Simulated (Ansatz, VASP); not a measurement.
One calculation of CdTe, two programs

The input INCAR:

```
  PREC = Accurate
  ENCUT = 520
  EDIFF = 1E-6
  ISMEAR = 0
  SIGMA = 0.1
  LREAL = F
  LASPH = T
  NELM = 100
  ALGO = Normal
  ISIF = 2
  LWAVE = F
  LCHARG = F
  GGA = CA
  NBANDS = 16
```

Contents of KPOINTS:

```
Automatic mesh
0
Gamma
  6 6 6
```

The input POSCAR:

```
CdTe
1.0
    0.0000000000      3.2050000000      3.2050000000
    3.2050000000      0.0000000000      3.2050000000
    3.2050000000      3.2050000000      0.0000000000
Cd Te
1 1
Direct
    0.0000000000      0.0000000000      0.0000000000
    0.7500000000      0.7500000000      0.7500000000
```

Input for Ansatz:

```yaml
crystal:
  lattice:
    - [0.0, 3.205, 3.205]
    - [3.205, 0.0, 3.205]
    - [3.205, 3.205, 0.0]
  atoms:
    - { symbol: Cd, position: [0.0, 0.0, 0.0] }
    - { symbol: Te, position: [0.75, 0.75, 0.75] }
basis:
  ecutwfc: 420
kpoints:
  mp_grid: { grid: [6, 6, 6] }
hamiltonian:
  xc: lda
scf:
  occupations: { method: gaussian, width: 0.1 }
output:
  forces: true
  stress: true
  eigenvalues: true
```

Alike in both runs: task single point; functional LDA; k mesh 6 × 6 × 6; occupations gaussian, width 0.1 eV; no spin polarisation.

```csv
,VASP,Ansatz
version,VASP 6.6.1,Ansatz 0.2.0
potentials or method,"VASP PAW LDA potentials, release 64 (Cd, Te)","scalar-relativistic, plane waves, PAW"
plane-wave cutoff (eV),520,420
valence electrons in the cell,18,36
```

```tsv
	VASP	Ansatz	Ansatz less VASP
gap on the k mesh at the Fermi level (eV)	0.65	0.61	-0.042
least direct gap on the mesh (eV)	0.65	0.61	-0.042
pressure (GPa)	0.3	0.0	-0.27
```

The two sets of potentials don't hold the same shells in valence.

Caveats: spin-orbit coupling is left out, which moves the levels of the heavy elements. LDA gaps usually lie below the measured ones, often by a third to a half.
